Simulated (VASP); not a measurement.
# MgB2 (P6/mmm) in VASP: further runs, part 2 of 2

VASP 6.6.1. The steps go on from the part before.

### 4 Relaxation of cell and atoms, PBE

This run uses another cell than the first one, of 9.56 Å³/atom, 1.009 times its volume.

INCAR

```
SYSTEM = MgB2
PREC = Accurate ; ENCUT = 300
EDIFF = 1E-7 ; ISMEAR = 1
SIGMA = 0.1 ; LREAL = .False.
LASPH = .True. ; NELM = 80
ALGO = Normal ; ISIF = 3
LWAVE = .False. ; LCHARG = .False.
GGA = PE ; IBRION = 2
NSW = 90 ; EDIFFG = -0.005
```

KPOINTS

```
Automatic mesh
0
Gamma
  8 8 5
  0 0 0
```

POSCAR

```
MgB2                                    
1.0
    3.0871284032      0.0000000000      0.0000000000
   -1.5435642016      2.6735316219     -0.0000000000
    0.0000000000     -0.0000000000      3.4754722249
  Mg              B             
     1     2
Direct
     0.0000000000000000    0.0000000000000000    0.0000000000000000
     0.3333333332999970    0.6666666667000030    0.5000000000000000
     0.6666666667000030    0.3333333332999970    0.5000000000000000
```

Potentials or basis: VASP PAW PBE potentials, release 64 (Mg, B_s).

Command:

```bash
> cat potpaw_PBE.64/Mg/POTCAR potpaw_PBE.64/B_s/POTCAR > POTCAR
> mpirun -np 1 vasp_std > vasp.out
```

OUTCAR:

```text
SYSTEM = MgB2
   PREC = Accurate
   ENCUT = 300
   EDIFF = 1E-7
   ISMEAR = 1
   LREAL = .False.
   LASPH = .True.
   NELM = 80
   ISIF = 3
   GGA = PE
   IBRION = 2
   NSW = 90
   EDIFFG = -0.005

 ion  position               nearest neighbor table
   1  0.000  0.000  0.000-   2 2.49   3 2.49   2 2.49   3 2.49   2 2.49   2 2.49   3 2.49   3 2.49
                             3 2.49   3 2.49   2 2.49   2 2.49
   2  0.333  0.667  0.500-   3 1.78   3 1.78   3 1.78   1 2.49   1 2.49   1 2.49   1 2.49   1 2.49
                             1 2.49
   3  0.667  0.333  0.500-   2 1.78   2 1.78   2 1.78   1 2.49   1 2.49   1 2.49   1 2.49   1 2.49
                             1 2.49

  LATTYP: Found a hexagonal cell.
 ALAT       =     3.0871284032
 C/A-ratio  =     1.1257945155

  Lattice vectors:

 A1 = (   3.0871284032,   0.0000000000,   0.0000000000)
 A2 = (  -1.5435642016,   2.6735316219,   0.0000000000)
 A3 = (   0.0000000000,   0.0000000000,   3.4754722249)

Analysis of symmetry for initial positions (statically):
=====================================================================
 Subroutine PRICEL returns:
 Original cell was already a primitive cell.

 Routine SETGRP: Setting up the symmetry group for a
 hexagonal supercell.

 Subroutine GETGRP returns: Found 24 space group operations
 (whereof 24 operations were pure point group operations)
 out of a pool of 24 trial point group operations.

The static configuration has the point symmetry D_6h.

Analysis of symmetry for dynamics (positions and initial velocities):
=====================================================================
 Subroutine PRICEL returns:
 Original cell was already a primitive cell.

 Routine SETGRP: Setting up the symmetry group for a
 hexagonal supercell.

 Subroutine GETGRP returns: Found 24 space group operations
 (whereof 24 operations were pure point group operations)
 out of a pool of 24 trial point group operations.

The dynamic configuration has the point symmetry D_6h.

 Subroutine INISYM returns: Found 24 space group operations
 (whereof 24 operations are pure point group operations),
 and found     1 'primitive' translations

----------------------------------------------------------------------------------------

                                     Primitive cell

  volume of cell :      28.6849

  direct lattice vectors                    reciprocal lattice vectors
     3.087128403  0.000000000  0.000000000     0.323925626  0.187018547  0.000000000
    -1.543564202  2.673531622  0.000000000     0.000000000  0.374037095  0.000000000
     0.000000000  0.000000000  3.475472225     0.000000000  0.000000000  0.287730684

  length of vectors
     3.087128403  3.087128403  3.475472225     0.374037095  0.374037095  0.287730684

  position of ions in fractional coordinates (direct lattice)
     0.000000000  0.000000000  0.000000000
     0.333333333  0.666666667  0.500000000
     0.666666667  0.333333333  0.500000000

  ion indices of the primitive-cell ions
   primitive index   ion index
                 1           1
                 2           2
                 3           3

----------------------------------------------------------------------------------------

 KPOINTS: Automatic mesh

[... 26 lines left out ...]
  0.250000 -0.000000  0.000000      6.000000
  0.375000 -0.000000  0.000000      6.000000
  0.500000 -0.000000  0.000000      3.000000
  0.125000  0.125000  0.000000      6.000000
[... 16 lines left out ...]
  0.250000 -0.000000  0.400000     12.000000
  0.375000 -0.000000  0.400000     12.000000
 [... further k-points ...]
   k-points           NKPTS =     30   k-points in BZ     NKDIM =     30   number of bands    NBANDS=      8
   number of dos      NEDOS =    301   number of ions     NIONS =      3
   total plane-waves  NPLWV =   6480
   dimension x,y,z NGX =    18 NGY =   18 NGZ =   20
   dimension x,y,z NGXF=    36 NGYF=   36 NGZF=   40
   ions per type =               1   2
   NGX,Y,Z   is equivalent  to a cutoff of   9.69,  9.69,  9.57 a.u.
   NGXF,Y,Z  is equivalent  to a cutoff of  19.39, 19.39, 19.13 a.u.
 SYSTEM =  MgB2
   PREC   = accura    normal or accurate (medium, high low for compatibility)
   ISTART =      0    job   : 0-new  1-cont  2-samecut
   ICHARG =      2    charge: 1-file 2-atom 10-const
   ISPIN  =      1    spin polarized calculation?
   LNONCOLLINEAR =      F non collinear calculations
   LSORBIT =      F    spin-orbit coupling
   LASPH  =      T    aspherical Exc in radial PAW
   ENCUT  =  300.0 eV  22.05 Ry    4.70 a.u.   4.36  4.36  4.91*2*pi/ulx,y,z
   NELM   =     80;   NELMIN=  2; NELMDL= -5     # of ELM steps
   EDIFF  = 0.1E-06   stopping-criterion for ELM
   LREAL  =      F    real-space projection
   EDIFFG = -.5E-02   stopping-criterion for IOM
   NSW    =     90    number of steps for IOM
   IBRION =      2    ionic relax: 0-MD 1-quasi-New 2-CG
   NFREE  =      1    steps in history (QN), initial steepest desc. (CG)
   ISIF   =      3    stress and relaxation
   ISYM   =      2    0-nonsym 1-usesym 2-fastsym
   POTIM  = 0.5000    time-step for ionic-motion
   TEBEG  =    0.0;   TEEND  =   0.0 temperature during run
   PSTRESS=    0.0 pullay stress
   NELECT =       8.0000    total number of electrons
   NUPDOWN=      -1.0000    fix difference up-down
   EMIN   =  10.00;   EMAX   =-10.00  energy-range for DOS
   EFERMI =   0.00;   METHOD = LEGACY
   ISMEAR =     1;   SIGMA  =   0.10  broadening in eV -4-tet -1-fermi 0-gaus
   EFERMI_NEDOS =   21; number of points for ismear=-14 and -15
   IALGO  =     38    algorithm
   IMIX   =      4    mixing-type and parameters
     AMIX     =   0.40;   BMIX     =  1.00
     AMIX_MAG =   1.60;   BMIX_MAG =  1.00
  volume/ion in A,a.u.               =       9.56        64.53
  Fermi-wavevector in a.u.,A,eV,Ry     =   1.069597  2.021245 15.565581  1.144038
  Thomas-Fermi vector in A             =   2.205281
   LORBIT       =      0    0 simple, 1 ext, 2 COOP (PROOUT), +10 PAW based schemes
   GGA     = PE    functional components
   LHFCALC =     F    Hartree Fock is set to
   AEXX    =    0.0000 exact exchange contribution
   IVDW    =     0    specifies the selected vdW correction
   LEPSILON=     F    determine dielectric tensor
   LRPA    =     F    only Hartree local field effects (RPA)
 conjugate gradient relaxation of ions
 non-spin polarized calculation
 Methfessel and Paxton  Order N= 1 SIGMA  =   0.10
  energy-cutoff  :      300.00
  volume of cell :       28.68
 maximum number of plane-waves:       346
 NGX is ok and might be reduce to    18
   NGX =  9   NGY =  9   NGZ =  9

 number of electron       8.0000002 magnetization

 Free energy of the ion-electron system (eV)
  ---------------------------------------------------
  ext. energy  EPLUGINS =         0.00000000
  ---------------------------------------------------
  free energy    TOTEN  =       -15.31763057 eV

  energy without entropy =      -15.31692120  energy(sigma->0) =      -15.31739411

 E-fermi :   6.4646     XC(G=0): -10.9017

 val. band max:        6.4625634247   @ k =   0.1250  -0.0000   0.4000
 cond. band min:       6.5219765178   @ k =   0.2500   0.2500   0.0000
 fundamental gap:      0.0594130930
 Fermi energy:         6.4645835304

 k-point     1 :       0.0000    0.0000    0.0000
  band No.  band energies     occupation
      1      -6.0910      2.00000
      2       3.5754      2.00000
      3       6.6965     -0.00501
      4       6.6965     -0.00501
      5       8.3013     -0.00000
      6      12.6114      0.00000
      7      12.6114      0.00000
      8      14.3590      0.00000
[... 243 lines left out ...]
 k-point    24 :       0.3750   -0.0000    0.4000
  band No.  band energies     occupation
      1      -2.7234      2.00000
      2       1.1524      2.00000
      3       1.9143      2.00000
      4       4.7049      2.00000
      5       7.0188     -0.00000
      6      12.0309      0.00000
      7      15.7653      0.00000
      8      15.7810      0.00000

 [... further k-points ...]
[... 5 lines left out ...]
  --------------------------------------------------------------------------------------
  -------------------------------------------------------------------------------------
  Total       -0.0030786     -0.0030786      0.0025963     -0.0000000     -0.0000000      0.0000000
  in kB       -0.1719517     -0.1719517      0.1450162     -0.0000000     -0.0000000      0.0000000
  external PRESSURE =      -0.0662957 kB  Pullay stress =       0.0000000 kB

 VOLUME and BASIS-vectors are now :
 -----------------------------------------------------------------------------
  energy-cutoff  :      300.00
  volume of cell :       28.68
      direct lattice vectors                 reciprocal lattice vectors
     3.087128403  0.000000000  0.000000000     0.323925626  0.187018547  0.000000000
    -1.543564202  2.673531622  0.000000000     0.000000000  0.374037095  0.000000000
     0.000000000  0.000000000  3.475472225     0.000000000  0.000000000  0.287730684

 POSITION                                       TOTAL-FORCE (eV/Angst)
 -----------------------------------------------------------------------------------
      0.00000      0.00000      0.00000         0.000000      0.000000      0.000000
     -0.00000      1.78235      1.73774         0.000000      0.000000      0.000000
      1.54356      0.89118      1.73774        -0.000000     -0.000000     -0.000000
 -----------------------------------------------------------------------------------
    total drift:                                0.000000     -0.000000     -0.000000

  FREE ENERGIE OF THE ION-ELECTRON SYSTEM (eV)
  ---------------------------------------------------
  free  energy   TOTEN  =       -15.3176305719 eV

  energy  without entropy=      -15.3169212005  energy(sigma->0) =      -15.31739411

 reached required accuracy - stopping structural energy minimisation
```

OSZICAR:

```text
N       E                     dE             d eps       ncg     rms          rms(c)
DAV:   1     0.821647085814E+01    0.82165E+01   -0.27941E+03   512   0.552E+02
DAV:   2    -0.162386850221E+02   -0.24455E+02   -0.22571E+02   744   0.203E+02
DAV:   3    -0.169509624786E+02   -0.71228E+00   -0.71075E+00   568   0.216E+01
DAV:   4    -0.169635334159E+02   -0.12571E-01   -0.12570E-01   848   0.469E+00
DAV:   5    -0.169635455314E+02   -0.12116E-04   -0.12115E-04   592   0.924E-02    0.629E+00
DAV:   6    -0.155608019231E+02    0.14027E+01   -0.23582E+00   720   0.154E+01    0.366E+00
DAV:   7    -0.153195072180E+02    0.24129E+00   -0.10767E+00   784   0.874E+00    0.138E+00
DAV:   8    -0.153180358818E+02    0.14713E-02   -0.17393E-02   608   0.155E+00    0.142E-01
DAV:   9    -0.153176346957E+02    0.40119E-03   -0.17938E-03   768   0.322E-01    0.486E-02
DAV:  10    -0.153176309560E+02    0.37397E-05   -0.42135E-05   688   0.715E-02    0.172E-02
DAV:  11    -0.153176305874E+02    0.36862E-06   -0.20623E-06   704   0.121E-02    0.143E-03
DAV:  12    -0.153176305719E+02    0.15482E-07   -0.82940E-08   696   0.302E-03
   1 F= -.15317631E+02 E0= -.15317394E+02  d E =-.153176E+02
```

CONTCAR:

```text
MgB2
   1.00000000000000
     3.0871284031999999    0.0000000000000000    0.0000000000000000
    -1.5435642016000000    2.6735316219000000    0.0000000000000000
     0.0000000000000000    0.0000000000000000    3.4754722248999999
  Mg              B
     1     2
Direct
     0.0000000000000000    0.0000000000000000    0.0000000000000000
     0.3333333332999970    0.6666666667000030    0.5000000000000000
     0.6666666667000030    0.3333333332999970    0.5000000000000000

  0.00000000E+00  0.00000000E+00  0.00000000E+00
  0.00000000E+00  0.00000000E+00  0.00000000E+00
  0.00000000E+00  0.00000000E+00  0.00000000E+00
```

Wall time 2.6 s (1 thread of Intel Xeon 6975P-C (Granite Rapids), shared host); peak memory 0.11 GiB.

These settings aren't checked as converged: the numbers below hold their error.

Results:

```
Free energy            : -15.3176 eV
Band gap on the k mesh : none (metal or under the smearing width)
```

Caveat: the k mesh is coarse (spacing up to 0.36 Å⁻¹), so the values aren't converged; the cutoff is under 1.25 times the usual one of these potentials, so pressure, stress and relaxed cells hold a basis-set (Pulay) error; the relaxation stopped at its first step, so nothing moved.

### 5 Relaxation of cell and atoms, PBEsol

This run uses another cell than the first one, of 9.68 Å³/atom, 1.021 times its volume.

INCAR

```
ALGO     = Normal         # electronic algorithm
EDIFF    = 1E-6           # SCF threshold, eV
EDIFFG   = -0.01          # ionic threshold
ENCUT    = 600            # plane-wave cutoff, eV
GGA      = PS             # functional
IBRION   = 2              # ionic algorithm
ISIF     = 3              # what is computed and relaxed
ISMEAR   = 1              # smearing method
KPAR     = 2            
LASPH    = T              # aspherical terms in the spheres
LCHARG   = F              # write CHGCAR
LREAL    = F              # projectors in reciprocal space
LWAVE    = F              # write WAVECAR
NELM     = 80             # most SCF steps
NSW      = 90             # ionic steps
PREC     = Accurate       # precision mode
SIGMA    = 0.1            # smearing width, eV
```

KPOINTS

```
k-points
0
Gamma
  15 15 10
```

POSCAR

```
MgB2
1.0
    3.0850000000      0.0000000000      0.0000000000
   -1.5425000000      2.6716883707      0.0000000000
    0.0000000000      0.0000000000      3.5230000000
Mg B
1 2
Direct
    0.0000000000      0.0000000000      0.0000000000
    0.3333333333      0.6666666667      0.5000000000
    0.6666666667      0.3333333333      0.5000000000
```

Potentials or basis: VASP PAW PBE potentials, release 64 (Mg, B).

Command:

```bash
> cat potpaw_PBE.64/Mg/POTCAR potpaw_PBE.64/B/POTCAR > POTCAR
> mpirun -np 2 vasp_std > vasp.out
```

It took 32 s on 2 MPI ranks of AMD EPYC 9R45 (Zen 5), shared host; peak memory 0.17 GiB.

The run converged. Its results:

| Item | Value |
| --- | --- |
| Free energy | -16.2263 eV |
| Relaxed volume | 9.49 Å³/atom |
| Relaxed cell | a = 3.061 Å, b = 3.061 Å, c = 3.507 Å, α = 90.00°, β = 90.00°, γ = 120.00° |
| Space group after relaxing (to 0.05 Å) | P6/mmm (No. 191) |
| Energy gained by relaxing | 2.2 meV/atom |
| Ionic steps | 5 |
| Pressure after relaxing | -0.1 GPa |
| Band gap on the k mesh | none (metal or under the smearing width) |

The path:
```tsv
step	energy change (eV)	largest force (eV/Å)	pressure (GPa)	volume (Å³)
1	0.0000	0.0000	-3.26	29.04
2	-0.0051	0.0000	1.45	28.22
3	-0.0065	0.0000	-0.07	28.47
4	-0.0065	0.0000	-0.14	28.48
5	-0.0065	0.0000	-0.08	28.46
```

Final structure:
```
Mg B
1.0
     3.06115    0.00000    0.00000
    -1.53058    2.65103    0.00000
     0.00000    0.00000    3.50711
Mg B
1 2
Direct
  0.00000 0.00000 0.00000
  0.33333 0.66667 0.50000
  0.66667 0.33333 0.50000
```

Levels at points of the mesh, in eV from the Fermi level:
```csv
k point,band 1,band 2,band 3,band 4,band 5,band 6,band 7,band 8
"(0.00, 0.00, 0.00)",-12.48,-2.96,0.44,0.44,1.67,6.44,6.44,8.43
"(0.00, 0.00, 0.50)",-11.18,-7.49,0.83,0.83,6.75,6.75,8.15,10.08
```

Caveat: the PAW data sets were made with another functional, which shifts forces and pressure a little.
